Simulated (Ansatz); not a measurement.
# SiO2: the cost of one run

Method: DFT LDA, scalar-relativistic, plane waves, PAW, in Ansatz 0.2.0.

### Step 1. The starting structure

The structure is trigonal, space group P3_121 (No. 152). The conventional cell has a = 4.868 Å, b = 4.868 Å, c = 5.367 Å, α = 90.00°, β = 90.00°, γ = 120.00°. Around Si (site symmetry 2) lie 4 O at 1.61 Å. O (site symmetry 1) is surrounded by 2 Si at 1.61 Å.

Coordinates:

```
CELL_PARAMETERS angstrom
4.86818 0.00000 0.00000
-2.43409 4.21597 0.00000
0.00000 0.00000 5.36669
ATOMIC_POSITIONS crystal
Si 0.53503 0.00000 0.33333
Si 0.00000 0.53503 0.66667
Si 0.46497 0.46497 0.00000
O 0.13548 0.41123 0.88758
O 0.58877 0.72425 0.22092
O 0.27575 0.86452 0.55425
O 0.41123 0.13548 0.11242
O 0.72425 0.58877 0.77908
O 0.86452 0.27575 0.44575
```

This cell was relaxed beforehand with the same method: volume 12.24 Å³/atom, gap on the mesh 5.82 eV.

### Step 2. The slab

Planes are indexed in the bulk's conventional cell (P3_121 (No. 152)), a = 4.868 Å, b = 4.868 Å, c = 5.367 Å, α = 90.00°, β = 90.00°, γ = 120.00°.

A (001) slab, 10.1 Å thick as cut, with 17 Å of vacuum; its outer planes are Si (top) and O (bottom).

The slab as cut. Layers, bottom to top:

| plane | atoms per cell | height over the lowest (Å) |
| --- | --- | --- |
| 1 | O | 0.00 |
| 2 | O | 0.58 |
| 3 | Si | 1.19 |
| 4 | O | 1.79 |
| 5 | O | 2.37 |
| 6 | Si | 2.97 |
| 7 | O | 3.58 |
| 8 | O | 4.16 |
| 9 | Si | 4.76 |
| 10 | O | 5.37 |
| 11 | O | 5.95 |
| 12 | Si | 6.55 |
| 13 | O | 7.16 |
| 14 | O | 7.74 |
| 15 | Si | 8.34 |
| 16 | O | 8.94 |
| 17 | O | 9.53 |
| 18 | Si | 10.13 |

### Step 3. The clean surface, relaxed

Contents of input.yaml:

```yaml
crystal:
  lattice:
    - [4.8681821142, 0.0, 0.0]
    - [-2.4340910571, 4.2159693812, 0.0]
    - [0.0, 0.0, 27.1300847586]
  atoms:
    - { symbol: O, position: [0.8645164779, 0.2757492956, 0.3133053242] }
    - { symbol: O, position: [0.2757492956, 0.8645164779, 0.3347682293] }
    - { symbol: Si, position: [0.0, 0.5350276806, 0.3570056767] }
    - { symbol: O, position: [0.7242507044, 0.5887671823, 0.379243124] }
    - { symbol: O, position: [0.1354835221, 0.4112328177, 0.4007060292] }
    - { symbol: Si, position: [0.4649723194, 0.4649723194, 0.4229434765] }
    - { symbol: O, position: [0.4112328177, 0.1354835221, 0.4451809238] }
    - { symbol: O, position: [0.5887671823, 0.7242507044, 0.466643829] }
    - { symbol: Si, position: [0.5350276806, 0.0, 0.4888812763] }
    - { symbol: O, position: [0.8645164779, 0.2757492956, 0.5111187237] }
    - { symbol: O, position: [0.2757492956, 0.8645164779, 0.5325816288] }
    - { symbol: Si, position: [0.0, 0.5350276806, 0.5548190762] }
    - { symbol: O, position: [0.7242507044, 0.5887671823, 0.5770565235] }
    - { symbol: O, position: [0.1354835221, 0.4112328177, 0.5985194287] }
    - { symbol: Si, position: [0.4649723194, 0.4649723194, 0.620756876] }
    - { symbol: O, position: [0.4112328177, 0.1354835221, 0.6429943233] }
    - { symbol: O, position: [0.5887671823, 0.7242507044, 0.6644572285] }
    - { symbol: Si, position: [0.5350276806, 0.0, 0.6866946758] }
basis:
  ecutwfc: 420
kpoints:
  mp_grid: { grid: [6, 6, 1] }
hamiltonian:
  xc: lda
scf:
  occupations: { method: gaussian, width: 0.05 }
output:
  forces: true
  eigenvalues: true
relax:
  adjacent_minimum: "off"
  f_tol: 0.03
  max_steps: 70
  constraints: [{ sites: [0, 1, 2, 3, 4, 5, 6, 7, 8] }]
efield:
  axis: 3
  dipole_correction: true
```

Started as:

```bash
> ansatz run input.yaml --threads 2 --pin off --max-ram 5120MiB --backend cpu --events-out ev --progress --plain --runs-dir out
```

What time and memory should one allow on 2 threads of AMD EPYC 9R45 (Zen 5), shared host?

About 1.9 min, with a peak of 1.1 GiB.
